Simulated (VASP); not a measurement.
Wanted: the native input for a VASP 6.6.1 run.

| Item | Value |
| --- | --- |
| Task | work function |
| Functional | PBEsol |
| Potentials or basis | VASP PAW PBE potentials, release 64 (P) |
| Cutoff | 520 eV |
| k mesh | 10 × 8 × 1 |
| Occupations | gaussian, width 0.03 eV |
| Spin | no spin polarisation |
| Dipole correction | yes |
| Further INCAR settings | ALGO = Normal; EDIFF = 1e-06 |

The structure of P lies in POSCAR:

```
P                                       
1.0
    3.2827992506      0.0000000000      0.0000000000
    0.0000000000      4.3020837436      0.0000000000
    0.0000000000      0.0000000000     18.1000000000
  P             
     4
Direct
     0.0000000000000000    0.0779496792134227    0.4412843056180027
     0.5000000000000000    0.4220503207865772    0.4412843056180027
     0.5000000000000000    0.5779496792134228    0.5587156943819971
     0.0000000000000000    0.9220503207865772    0.5587156943819971
```

The cell was built by a generator and needn't be a form met in nature.

One way to write it, as run:

INCAR

```
  PREC = Accurate
  ENCUT = 520
  EDIFF = 1E-6
  ISMEAR = 0
  SIGMA = 0.03
  LREAL = False
  LASPH = True
  NELM = 100
  ALGO = Normal
  ISIF = 2
  LWAVE = False
  LCHARG = True
  LDIPOL = True
  IDIPOL = 3
  DIPOL = 0.5 0.5 0.500
  GGA = PS
  LVHAR = True
  LVACPOTAV = True
  KPAR = 4
```

KPOINTS

```
Automatic mesh
0
Gamma
  10 8 1
```

Potentials or basis: VASP PAW PBE potentials, release 64 (P).

The run is started by

```sh
$ cat potpaw_PBE.64/P/POTCAR > POTCAR
$ mpirun -np 4 vasp_std > vasp.out
```

Results of the run:

| Item | Value |
| --- | --- |
| Largest force | 0.032 eV/Å |
| Band gap on the k mesh | 0.55 eV, direct |
| Ionisation potential of the upper face | 4.81 eV |

Caveat: the PAW data sets were made with another functional, which shifts forces and pressure a little.

It took 30 s on 4 MPI ranks on Intel(R) Xeon(R) Platinum 8488C (Sapphire Rapids) (shared host), peak memory 0.33 GiB a rank.
